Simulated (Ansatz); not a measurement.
**ReSbC: a trial structure relaxed**

The task: take a trial cell of ReSbC to zero force and stress.

Method: DFT PBE, scalar-relativistic, plane waves, PAW, in Ansatz 0.2.0.

## (1) The structure to begin with

It takes space group Pmmm (No. 47, orthorhombic). Conventional cell: a = 4.742 Å, b = 6.263 Å, c = 14.000 Å, α = 90.00°, β = 90.00°, γ = 90.00°. Re (site symmetry mmm) has 2 Sb at 2.37 Å and 2 C at 3.13 Å as nearest neighbours. Sb (site symmetry mmm) is surrounded by 2 Re at 2.37 Å. C (site symmetry mmm) is surrounded by 2 Re at 3.13 Å.

Coordinates:

```
Re Sb C
1.0
     4.74219    0.00000    0.00000
     0.00000    6.26338    0.00000
     0.00000    0.00000   14.00000
Re Sb C
1 1 1
Direct
  0.50000 0.50000 0.50000
  0.00000 0.50000 0.50000
  0.50000 0.00000 0.50000
```

A structure generator made this guess: random sheet by layer group and Wyckoff sites. Lengths come from tabulated atomic sizes and are only a guess.

It is a sheet, periodic along a and b, with vacuum along c; volumes and pressures of the box carry no meaning, and space groups named for it are those of the box.

## (2) A first look at the guess

Contents of input.yaml:

```yaml
crystal:
  lattice:
    - [4.742194, 0.0, 0.0]
    - [0.0, 6.263383, 0.0]
    - [0.0, 0.0, 14.0]
  atoms:
    - { symbol: Re, position: [0.5, 0.5, 0.5] }
    - { symbol: Sb, position: [0.0, 0.5, 0.5] }
    - { symbol: C, position: [0.5, 0.0, 0.5] }
  periodic: [true, true, false]
basis:
  ecutwfc: 420
kpoints:
  mp_grid: { grid: [4, 4, 1] }
hamiltonian:
  xc: pbe
scf:
  occupations: { method: gaussian, width: 0.1 }
  lower_state_search: "off"
output:
  forces: true
  stress: true
  eigenvalues: true
```

Started as:

```bash
ansatz run input.yaml --threads 1 --pin off --max-ram 2048MiB --backend cpu --events-out ev --progress --plain --runs-dir out
```

The session goes on with these runs: coarse relaxation; spin check on a coarse mesh; final relaxation.

**Question.** What will these runs give? Wanted: relaxed cell; area; thickness between outermost nuclei; energy over the elements; gap on the mesh; total moment.

The runs gave:

```
                              quantity                                value
symmetry at the end (tolerance 0.05 Å)            layer group pmmm (No. 37)
                          relaxed cell  a = 5.107 Å, b = 3.952 Å, γ = 90.0°
                                  area                         6.73 Å²/atom
    thickness between outermost nuclei                               0.00 Å
              energy over the elements                        +1.90 eV/atom
                       gap on the mesh                         none (metal)
                          total moment                         1.33 μB/cell
```

**Reading.** The layer group pmmm (No. 37) is kept, and the area per atom shrinks by 32.0 % from the first guess. With a positive formation energy it can't be a ground state. No finished test with a distortion of lower symmetry is shown, so the end may be a saddle point. Spin-orbit coupling is left out for Re, Sb. Other magnetic orders were not searched.
